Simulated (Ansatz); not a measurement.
## Residual resistivity of an alloy: Au(111) with 4 layers of random Au-Rh, 2x2

How strongly does chemical disorder scatter in Au(111) with 4 layers of random Au-Rh, 2x2?

Calculated with Ansatz 0.2.0; Ansatz plane-wave DFT, PBE, PAW files; ballistic transport by layer matching (Landauer), zero bias; PAW set soft_1.

This is a report of a sequence of runs, with most program output left out.

### 1. Set-up

The cell holds 40 atoms: 38 Au and 2 Rh. Its edges and angles: a = 5.768 Å, b = 5.768 Å, c = 23.605 Å, α = 93.5°, β = 86.5°, γ = 120.0°. It derives from Au. Regions: lead, 24 atoms (24 Au); scattering region, 16 atoms (14 Au and 2 Rh). The structure is stacked along c, and the current runs across the ab planes.

### 2. With 4 alloy layers

In 4 layers a share of 0.125 of the sites is given to Rh at random. The layers about the cell's end stay perfect and serve as the lead. Energies from -0.05 to 0.05 eV in steps of 0.05 eV are too few for the program's thermal sum, so it prints no conductance; for a metal the transmission near the Fermi level serves, at a fraction of the cost.

input.yaml reads:

```yaml
crystal:
  lattice:
    - [5.7675164607, 0.0, 0.0]
    - [-2.8837582304, 4.9948157718, 0.0]
    - [1.4418791152, -0.8324692953, 23.5457873532]
  atoms:
    - { symbol: Au, position: [0.9916666667, 0.0083333333, 0.05] }
    - { symbol: Au, position: [0.9916666667, 0.5083333333, 0.05] }
    - { symbol: Au, position: [0.4916666667, 0.0083333333, 0.05] }
    - { symbol: Au, position: [0.4916666667, 0.5083333333, 0.05] }
    - { symbol: Au, position: [0.1416666667, 0.3583333333, 0.15] }
    - { symbol: Au, position: [0.1416666667, 0.8583333333, 0.15] }
    - { symbol: Au, position: [0.6416666667, 0.3583333333, 0.15] }
    - { symbol: Au, position: [0.6416666667, 0.8583333333, 0.15] }
[... 28 atom lines left out ...]
    - { symbol: Au, position: [0.8416666667, 0.1583333333, 0.95] }
    - { symbol: Au, position: [0.8416666667, 0.6583333333, 0.95] }
    - { symbol: Au, position: [0.3416666667, 0.1583333333, 0.95] }
    - { symbol: Au, position: [0.3416666667, 0.6583333333, 0.95] }
kpoints:
  mp_grid: { grid: [5, 5, 1] }
hamiltonian:
  xc: pbe
  pseudopotentials: { kind: paw, azcp: { folder: soft_1 } }
scf:
  occupations: { method: fermi_dirac, width: 0.1 }
output:
  transmission:
    leads: [[0, 4]]
    kmesh: [10, 10]
    e_range: [-0.05, 0.05]
    de: 0.05
  write_potential: true
  write_density: true
  volumetric_format: npy
```

The run is started by

```sh
$ ansatz run input.yaml --threads 4 --pin off --max-ram 15360MiB --backend cpu --events-out ev --progress --plain --runs-dir out
```

Wall time 3.4 min (4 threads of Intel Xeon Platinum 8488C (Sapphire Rapids), shared host); peak memory 5.6 GiB; 11 min of CPU time.

This step gave:

| Quantity | Value |
| --- | --- |
| free energy | -512550.1119 eV |
| energy at zero smearing | -512549.8279 eV |
| Fermi energy | 20.49 eV |
| cell area | 28.81 Å² |
| transmission per spin nearest the Fermi level | 2.437 |
| open channels per spin nearest the Fermi level | 3.21 |
| step of the lead's potential | 12.5 meV |

Per spin. Transmission, zone mean against energy, zero at the Fermi level:

```csv
energy (eV),"transmission, zone mean"
-0.0500,2.48
0.0000,2.44
0.0500,2.48
```

Per spin. The open channels, zone mean, lead stays at 3.21 for energy from -0.05 to 0.05 eV.

Transmission over k1 and k2. At 0.0000 eV from the Fermi level.

Ten even steps from '0' (1.66) to '9' (2.99):
```
5861574765
4697184876
6179396887
4513520644
6789292987
4446025315
6788693971
4678481796
5567475168
7546464645
```
Columns: k1 (b1) from -0.5 to 0.4; rows upwards: k2 (b2) from -0.5 to 0.4.

Open channels over k1 and k2. At 0.0000 eV from the Fermi level.

Ten even steps from '_' (3.00) to '@' (4.00):
```
__@@______@@________
____@@____@@________
______@@__@@________
____________________
@@@@@@@@______@@@@@@
____________________
__________@@__@@____
__________@@____@@__
__________@@______@@
@@________@@________
```
Columns: k1 (b1) from -0.5 to 0.4; rows upwards: k2 (b2) from -0.5 to 0.4.

Over the solved energies the transmission per spin lies between 2.44 and 2.48, out of 3.21 channels of the lead on average (up to 3.21).

### 3. With 8 alloy layers

In 8 layers a share of 0.125 of the sites is given to Rh at random. A fresh draw is used; the growth of the resistance with length is what counts.

System of this step: Au(111) with 8 layers of random Au-Rh, 2x2. The cell holds 56 atoms: 52 Au and 4 Rh. Cell: a = 5.768 Å, b = 5.768 Å, c = 33.006 Å, α = 87.5°, β = 92.5°, γ = 120.0°. It derives from Au. Regions: lead, 24 atoms (24 Au); scattering region, 32 atoms (28 Au and 4 Rh). The structure is stacked along c, and the current runs across the ab planes.

input.yaml reads:

```yaml
crystal:
  lattice:
    - [5.7675164607, 0.0, 0.0]
    - [-2.8837582304, 4.9948157718, 0.0]
    - [-1.4418791152, 0.8324692953, 32.9641022945]
  atoms:
    - { symbol: Au, position: [0.005952381, 0.994047619, 0.0357142857] }
    - { symbol: Au, position: [0.005952381, 0.494047619, 0.0357142857] }
    - { symbol: Au, position: [0.505952381, 0.994047619, 0.0357142857] }
    - { symbol: Au, position: [0.505952381, 0.494047619, 0.0357142857] }
    - { symbol: Au, position: [0.1845238095, 0.3154761905, 0.1071428571] }
    - { symbol: Au, position: [0.1845238095, 0.8154761905, 0.1071428571] }
    - { symbol: Au, position: [0.6845238095, 0.3154761905, 0.1071428571] }
    - { symbol: Au, position: [0.6845238095, 0.8154761905, 0.1071428571] }
[... 44 atom lines left out ...]
    - { symbol: Au, position: [0.3273809524, 0.1726190476, 0.9642857143] }
    - { symbol: Au, position: [0.3273809524, 0.6726190476, 0.9642857143] }
    - { symbol: Au, position: [0.8273809524, 0.1726190476, 0.9642857143] }
    - { symbol: Au, position: [0.8273809524, 0.6726190476, 0.9642857143] }
kpoints:
  mp_grid: { grid: [5, 5, 1] }
hamiltonian:
  xc: pbe
  pseudopotentials: { kind: paw, azcp: { folder: soft_1 } }
scf:
  occupations: { method: fermi_dirac, width: 0.1 }
output:
  transmission:
    leads: [[0, 4]]
    kmesh: [10, 10]
    e_range: [-0.05, 0.05]
    de: 0.05
  write_potential: true
  write_density: true
  volumetric_format: npy
```

Elapsed: 7 min, on 4 threads; peak memory 8.9 GiB; 27 min of CPU time.

This step gave:

```yaml
free_energy: -709472.0100 eV
energy_at_zero_smearing: -709471.6088 eV
fermi_energy: 20.33 eV
transmission_per_spin_nearest_the_fermi_level: 1.528
open_channels_per_spin_nearest_the_fermi_level: 3.17
step_of_the_lead_s_potential: 20.7 meV
```

Per spin. Table of transmission, zone mean by energy, zero at the Fermi level:

```csv
energy (eV),"transmission, zone mean"
-0.0500,1.44
0.0000,1.53
0.0500,1.64
```

Over the solved energies the transmission per spin lies between 1.44 and 1.64, out of 3.18 channels of the lead on average (up to 3.21).

### 4. With 12 alloy layers

In 12 layers a share of 0.125 of the sites is given to Rh at random. A fresh draw is used; the growth of the resistance with length is what counts.

System of this step: Au(111) with 12 layers of random Au-Rh, 2x2. The cell holds 72 atoms: 66 Au and 6 Rh. Its edges and angles: a = 5.768 Å, b = 5.768 Å, c = 42.382 Å, α = 90.0°, β = 90.0°, γ = 120.0°. It derives from Au. Regions: lead, 24 atoms (24 Au); scattering region, 48 atoms (42 Au and 6 Rh). The structure is stacked along c, and the current runs across the ab planes.

input.yaml reads:

```yaml
crystal:
  lattice:
    - [5.7675164607, 0.0, 0.0]
    - [-2.8837582304, 4.9948157718, 0.0]
    - [0.0, 0.0, 42.3824172358]
  atoms:
    - { symbol: Au, position: [0.0, 0.0, 0.0277777778] }
    - { symbol: Au, position: [0.0, 0.5, 0.0277777778] }
    - { symbol: Au, position: [0.5, 0.0, 0.0277777778] }
    - { symbol: Au, position: [0.5, 0.5, 0.0277777778] }
    - { symbol: Au, position: [0.1666666667, 0.3333333333, 0.0833333333] }
    - { symbol: Au, position: [0.1666666667, 0.8333333333, 0.0833333333] }
    - { symbol: Au, position: [0.6666666667, 0.3333333333, 0.0833333333] }
    - { symbol: Au, position: [0.6666666667, 0.8333333333, 0.0833333333] }
[... 60 atom lines left out ...]
    - { symbol: Au, position: [0.3333333333, 0.1666666667, 0.9722222222] }
    - { symbol: Au, position: [0.3333333333, 0.6666666667, 0.9722222222] }
    - { symbol: Au, position: [0.8333333333, 0.1666666667, 0.9722222222] }
    - { symbol: Au, position: [0.8333333333, 0.6666666667, 0.9722222222] }
kpoints:
  mp_grid: { grid: [5, 5, 1] }
hamiltonian:
  xc: pbe
  pseudopotentials: { kind: paw, azcp: { folder: soft_1 } }
scf:
  occupations: { method: fermi_dirac, width: 0.1 }
output:
  transmission:
    leads: [[0, 4]]
    kmesh: [10, 10]
    e_range: [-0.05, 0.05]
    de: 0.05
  write_potential: true
  write_density: true
  volumetric_format: npy
```

Wall time 18 min (4 threads); peak memory 9.9 GiB.

This step gave:

```yaml
free_energy: -906393.4369 eV
energy_at_zero_smearing: -906392.8071 eV
fermi_energy: 20.29 eV
transmission_per_spin_nearest_the_fermi_level: 1.517
open_channels_per_spin_nearest_the_fermi_level: 3.21
step_of_the_lead_s_potential: 11.9 meV
```

Per spin. The transmission, zone mean by energy, zero at the Fermi level:

```csv
energy (eV),"transmission, zone mean"
-0.0500,1.43
0.0000,1.52
0.0500,1.64
```

Over the solved energies the transmission per spin lies between 1.43 and 1.64, out of 3.21 channels of the lead on average (up to 3.21).

### 5. Resistance against length

This step: Ansatz plane-wave DFT, PBE, PAW files; ballistic transport by layer matching (Landauer), zero bias; residual resistivity from the slope of the area resistance, atoms on the host's lattice; PAW set soft_1 (Ansatz 0.2.0).

Numbers from this step:

```yaml
resistivity: 49.21 µΩ cm
intercept: 0.03280 fΩ m²
scatter_about_the_fit: 0.2066 fΩ m²
```

Resistance, by row:

```csv
run,length (Å),T,channels N,RA (fΩ m²)
n4,9.418,2.465,3.21,0.3502
n8,18.84,1.536,3.183,1.252
n12,28.25,1.527,3.21,1.277
```

The area resistance by length of the alloy:

```csv
length of the alloy (Å),area resistance (fΩ m²)
9.42,0.350
18.84,1.25
28.25,1.28
```

The area resistance goes from 0.35 to 1.3 fΩ m² between 9.4 and 28.3 Å, a slope of 49 µΩ cm.

By hand from the end points: (1.277 − 0.3502) fΩ m² / (28.25 − 9.42) Å = 49 µΩ cm, since 1 fΩ m² per Å is 1000 µΩ cm.

### 6. Summary of results

```
resistivity from the slope  : 49.2 µΩ cm
area resistance over 9.42 Å : 0.350 fΩ m²
area resistance over 18.8 Å : 1.25 fΩ m²
area resistance over 28.3 Å : 1.28 fΩ m²
```

The slope gives 49 µΩ cm. The points scatter by 0.21 fΩ m² about the line, with one random draw a length in a 2x2 cell, so the slope is a rough value. Read with a model of isotropic scattering on a spherical Fermi surface and the lead's 0.86×10¹⁵ S/m², this slope means a mean free path near 18 Å; over these lengths the model's slope is within 3 % of its bulk resistivity. The draw over the shortest length came out nearly ordered, with 8 symmetry operations, so that point is a poor sample of a random alloy. The atoms sit on the host's lattice, so scattering by size misfit is left out. Spin-orbit coupling is left out, which matters for Au.

[Logs are printed without paths, hosts, clocks, repeated set-up lines and the standing remarks that a program may print on its own settings, such as how far it seeks lower states.]

[Hosts, paths, dates, database ids (printed as entryN), source tags and the programs' standing remarks are cut or masked in the printed files.]
